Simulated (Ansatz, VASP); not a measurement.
**Tl in VASP and in Ansatz**

File INCAR:

```
  PREC = Accurate
  ENCUT = 520
  EDIFF = 1E-7
  ISMEAR = -1
  SIGMA = 0.05
  LREAL = F
  LASPH = T
  NELM = 80
  ALGO = Normal
  ISIF = 2
  LWAVE = F
  LCHARG = T
  GGA = PE
  LELF = T
  LVHAR = T
  NBANDS = 12
```

File KPOINTS:

```
regular mesh
0
Gamma
  10 10 10
```

File POSCAR:

```
Tl
1.0
   -1.9559951735      1.9559951735      1.9559951735
    1.9559951735     -1.9559951735      1.9559951735
    1.9559951735      1.9559951735     -1.9559951735
Tl
1
Direct
    0.0000000000      0.0000000000      0.0000000000
```

The input input.yaml:

```yaml
crystal:
  lattice:
    - [-1.9559951735, 1.9559951735, 1.9559951735]
    - [1.9559951735, -1.9559951735, 1.9559951735]
    - [1.9559951735, 1.9559951735, -1.9559951735]
  atoms:
    - { symbol: Tl, position: [0.0, 0.0, 0.0] }
hamiltonian:
  xc: pbe
  pseudopotentials: { kind: paw }
kpoints:
  mp_grid: { grid: [10, 10, 10] }
scf:
  occupations: { method: fermi_dirac, width: 0.05 }
output:
  forces: true
  stress: true
  eigenvalues: true
  write_density: true
  write_potential: true
  elf: true
  volumetric_format: npy
```

This isn't the form of Tl at room conditions, which is hcp.

Alike in both runs: task single point; functional PBE; k mesh 10 × 10 × 10; occupations fermi-dirac, width 0.05 eV; no spin polarisation.

|  | VASP | Ansatz |
| --- | --- | --- |
| version | VASP 6.6.1 | Ansatz 0.2.0 |
| potentials or method | VASP PAW PBE potentials, release 64 (Tl_d) | Ansatz PAW |
| plane-wave cutoff (eV) | 520 | 420 |
| valence electrons in the cell | 13 | 13 |

```tsv
	VASP	Ansatz	Ansatz less VASP
gap on the k mesh at the Fermi level (eV)	none	none	-
pressure (GPa)	1.3	1.4	+0.06
```

A gap of «none» marks a metal or a gap that the smearing closes.

The runs have no spin-orbit coupling, so splittings on Tl are missing.
